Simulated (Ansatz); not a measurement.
The system is Zr.

```xyz
2
Lattice="3.2320 0.0000 0.0000 -1.6160 2.7990 0.0000 0.0000 0.0000 5.1470" Properties=species:S:1:pos:R:3 pbc="T T T"
Zr    1.6160    0.9330    3.8603
Zr    0.0000    1.8660    1.2868
```

- Program: Ansatz 0.2.0
- Task: relaxation of cell and atoms
- Functional: PBE
- Dispersion: D3(BJ)
- Potentials or basis: Ansatz PAW
- Cutoff: 420 eV (not typed: the program's choice for these potentials)
- k mesh: 9 × 9 × 5
- Occupations: fermi-dirac, width 0.05 eV
- Spin: no spin polarisation

At the start: volume 23.28 Å³/atom.

Problem. Where does the relaxation end?

Solution. It ends after 5 steps and the volume is 22.45 Å³/atom (-3.6 %); space group P6_3/mmc (No. 194, to 0.05 Å).

The path:
```tsv
step	energy change (eV)	largest force (eV/Å)	volume (Å³)
1	0.0000	0.0000	46.56
2	-0.0186	0.0000	45.01
3	-0.0187	0.0000	44.90
4	-0.0187	0.0000	44.90
5	-0.0186	0.0000	44.90
```

Final structure:
```yaml
crystal:
  lattice:
    - [3.18135, 0.00000, 0.00000]
    - [-1.59068, 2.75513, 0.00000]
    - [0.00000, 0.00000, 5.12301]
  atoms:
    - { symbol: Zr, position: [0.66667, 0.33333, 0.75000] }
    - { symbol: Zr, position: [0.33333, 0.66667, 0.25000] }
```

Caveat: the plane-wave basis is chosen anew once the cell has moved, so the energies of steps on either side of that aren't comparable.
